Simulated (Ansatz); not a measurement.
Bicrystals of relaxed bulk MgO (Fm-3m, 9.62 Å³/atom, gap on the mesh 4.46 eV): one grain is mirrored in the boundary plane and shifted (fractions of the plane's cell), where said the two species change places in it, close atoms are joined, tilt boundaries are opened by 0.15 Å, then atoms and the cell's height are relaxed. Energies are the mean of the cell's two boundaries over the bulk on a matched mesh; other shifts may lie lower.

Level of theory: DFT PBE, scalar-relativistic, plane waves, PAW (Ansatz 0.2.0).

Cutoff 420 eV, Gaussian smearing of 0.05 eV, energies at zero smearing, symmetry of each start kept, no spin polarisation.

```
                                                        start atoms k mesh boundary energy (mJ/m²) excess width (Å) gap on the mesh (eV)
Σ11 (311), mirror on a plane, shift [0.5, 0], species swapped     42   8×8×1                     2343              1.15                  2.18
Σ11 (311), mirror on a plane, shift [0, 0.5], species swapped     42   8×8×1                     2343              1.15                  2.17
```

Cost: 2 runs of about 93 core-minutes in all, on Intel Xeon 6975P-C (Granite Rapids) (shared hosts).